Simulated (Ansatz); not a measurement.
## TaN under compression and expansion

```cif
data_structure
_symmetry_space_group_name_H-M 'P-62m'
_symmetry_Int_Tables_number 189
_cell_length_a 5.1960
_cell_length_b 5.1960
_cell_length_c 2.9110
_cell_angle_alpha 90.000
_cell_angle_beta 90.000
_cell_angle_gamma 120.000
_cell_volume 68.06
loop_
_atom_site_label
_atom_site_type_symbol
_atom_site_symmetry_multiplicity
_atom_site_Wyckoff_symbol
_atom_site_fract_x
_atom_site_fract_y
_atom_site_fract_z
_atom_site_occupancy
Ta1 Ta 2 d 0.33333 0.66667 0.50000 1
Ta2 Ta 1 a 0.00000 0.00000 0.00000 1
N1 N 3 f 0.39285 0.00000 0.00000 1
```

The runs use the primitive cell with vectors (5.196, 0.000, 0.000), (-2.598, 4.500, 0.000), (0.000, 0.000, 2.911) Å, to which the k mesh refers.

The cell is COD entry 2106407, as deposited and not checked against the literature; nothing was relaxed.

No spin–orbit coupling, which matters for the heavy atoms here.

Levels of theory: DFT, PBE, all-electron LAPW, scalar-relativistic (Ansatz 0.2.0); DFT, PBE, PAW with Ansatz's default frozen-core files, scalar-relativistic (Ansatz 0.2.0).

For LAPW: a Γ-centred 6×6×9 k mesh, Fermi–Dirac smearing of 0.01 eV, basis error target 1 meV/atom, no spin polarisation. PAW takes a cutoff of 420 eV at this cell. The Ansatz runs share mesh, smearing and spin set-up. Plane-wave (PAW) pressures include the program's estimate of the Pulay term.

The cell above is scaled evenly, with fractional coordinates and shape held.

```csv
V/V(cell),V (Å³/atom),"P, LAPW (GPa)","P, PAW (GPa)","free energy over the lowest listed, PAW (meV/atom)"
0.9400,10.663,28.27,28.42,70.6
0.9600,10.890,19.70,19.76,36.6
0.9800,11.117,11.97,11.96,14.3
0.9900,11.230,8.39,8.35,7.1
1.0000,11.344,5.00,4.92,2.4
1.0100,11.457,1.77,1.67,0.1
1.0200,11.571,-1.29,-1.41,0.0
1.0400,11.798,-6.96,-7.12,6.1
1.0600,12.024,-12.07,-12.27,19.9
```

(1) What do Birch–Murnaghan fits to the pressures give?

Results:

(1) LAPW: V0 = 11.52 Å³/atom, B0 = 310 GPa, B0′ = 4.2; PAW: V0 = 11.52 Å³/atom, B0 = 313 GPa, B0′ = 4.3.
